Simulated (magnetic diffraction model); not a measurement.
# Magnetic neutron pattern of Nb2NiS6

Space group P2_1/c (no. 14), a = 5.4630 Å, b = 5.4750 Å, c = 12.0940 Å, β = 115.65°.

```csv
site,atom,x,y,z
4e,Nb,0.6669,0.5096,0.6659
2c,Ni,0,1/2,0
4e,S,0.9676,0.8037,0.6698
4e,S,0.3609,0.1921,0.6683
4e,S,0.6927,0.1949,0.9999
```

The compound is invented for this exercise: a known structure type with other elements, its cell scaled to their sizes and not relaxed.

Only Ni is taken to order (form factors of Ni2+); orders and moment sizes are assumed, and not adapted to the symmetry. Radiation: neutrons of λ = 2.567 Å, 8° to 60°; isotropic B of 0.65 Å² (Nb), 0.82 Å² (Ni) and 1.02 Å² (S). Simulated constant-wavelength pattern: nuclear and magnetic terms add, the magnetic one as |2.695 fm × Σ f S⊥ exp(2πi Q·r) exp(−B s²)|², summed over all Q at one angle with the factor 1/(sin²θ cos θ). For collinear order S is the moment m, which repeats by lattice and centring translations R with the sign exp(−2πi k·R). Free-ion form factors, Sears's scattering lengths of 1992, no absorption; a label names one of the reflections at its angle. The strongest nuclear line in the range is 100, and lines under 0.2 are left out.

Assume the order k = (1/2 1/2 0), collinear moments along [010], 1.92 μB on Ni; signs + at (0, 1/2, 0), + at (0, 0, 1/2).

Q: Where does magnetic intensity appear, and how strong is it?

```tsv
2θ (°)	index	nuclear	magnetic
20.19	(1/2 1/2 0)	0.0	3.5
20.38	(1/2 1/2 -1)	0.0	3.4
27.24	(0 0 2)	1.3	0.0
27.84	(1/2 1/2 1)	0.0	2.4
28.26	(1/2 1/2 -2)	0.0	2.3
30.21	(1 0 0)	1.2	0.0
30.42	(0 1 1)	2.3	0.0
30.74	(1 0 -2)	0.9	0.0
38.77	(1 1 -1)	100.0	0.0
39.24	(1/2 1/2 2)	0.0	1.2
39.76	(1/2 1/2 -3)	0.0	1.2
44.04	(3/2 1/2 -1)	0.0	1.0
44.33	(3/2 1/2 -2)	0.0	1.0
47.67	(1 1 1)	1.0	0.0
48.18	(3/2 1/2 0)	0.0	0.8
48.36	(1/2 3/2 1)	0.0	0.2
48.38	(1 1 -3)	1.2	0.0
48.63	(1/2 3/2 -2)	0.0	0.2
48.97	(3/2 1/2 -3)	0.0	0.8
49.68	(1 0 2)	16.0	0.0
50.16	(0 1 3)	31.4	0.0
50.72	(1 0 -4)	15.9	0.0
52.45	(1/2 1/2 3)	0.0	0.7
53.04	(1/2 1/2 -4)	0.0	0.6
55.92	(0 2 0)	4.9	0.0
55.98	(3/2 1/2 1)	0.0	0.6
56.07	(2 0 -2)	4.8	0.0
56.19	(0 0 4)	0.5	0.0
56.31	(1/2 3/2 2)	0.0	0.3
56.71	(1/2 3/2 -3)	0.0	0.3
57.17	(3/2 1/2 -4)	0.0	0.5
57.51	(1 1 2)	16.0	0.0
58.45	(1 1 -4)	15.8	0.0
```

The strongest magnetic line in the range is (1/2 1/2 0) at 20.19° (3.5). On top of the Lorentz factor, which all lines share, magnetic lines fade with angle because f falls: for Ni2+ it is 0.92, 0.73, 0.52 and 0.21 at sin θ/λ = 0.1, 0.2, 0.3 and 0.5 Å⁻¹, while nuclear lengths stay constant. The order has no net moment.

[Logs are printed without paths, hosts, clocks, repeated set-up lines and the standing remarks that a program may print on its own settings, such as how far it seeks lower states.]
